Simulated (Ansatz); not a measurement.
Write the native input for Ansatz 0.2.0 that does the following.

```yaml
Task: optical spectrum
Functional: PBE
Dispersion: D3(BJ)+ATM
Potentials_or_basis: all-electron LAPW, scalar-relativistic
Cutoff: 296 eV (chosen from the basis error)
Basis_error_allowed: 0.001 eV/atom
k_mesh: 11 × 11 × 11
Occupations: methfessel-paxton, width 0.05 eV
Spin: no spin polarisation
Optics_k_mesh: 16 × 16 × 16
Broadening: 0.15 eV
```

Crystal: Au.

```
Au
1.0
     0.00000    1.88913    1.88913
     1.88913    0.00000    1.88913
     1.88913    1.88913    0.00000
Au
1
Direct
  0.00000 0.00000 0.00000
```

The cell isn't the ideal one: cell squeezed.

One way to write it, as run:

input.yaml

```yaml
crystal:
  lattice: { a: 3.77825331, b: 3.77825331, c: 3.77825331, alpha: 90.0, beta: 90.0, gamma: 90.0 }
  space_group: 225
  setting: { hermann_mauguin: Fm-3m }
  reduce_to_primitive: true
  atoms:
    - { symbol: Au, position: [0.0, 0.0, 0.0] }
kpoints:
  mp_grid: { grid: [11, 11, 11] }
scf:
  occupations: { method: methfessel_paxton, width: 0.05 }
hamiltonian:
  xc: pbe
  dispersion: d3bjatm
  pseudopotentials: { kind: all_electron, lapw: { basis_error: 0.001 } }
output:
  eigenvalues: true
  optics:
    e_range: [0, 14]
    de: 0.1
    sigma: 0.15
    nscf_kmesh: { grid: [16, 16, 16] }
```

Potentials or basis: all-electron LAPW, scalar-relativistic.

Launch:

```console
$ ansatz run input.yaml --threads 1 --pin off --max-ram 2560MiB --backend cpu --events-out ev --progress --plain --runs-dir out
```

It gave:

```
Band gap on the k mesh : none (metal or under the smearing width)
```

Caveat: local fields are left out; spectra need much finer meshes, so this one isn't converged; independent-particle spectra lack excitons; the intraband (Drude) part of a metal's response may be missing.

It took 50 s on 1 thread of Intel(R) Xeon(R) 6975P-C (Granite Rapids), on a shared host, peak memory 0.47 GiB.
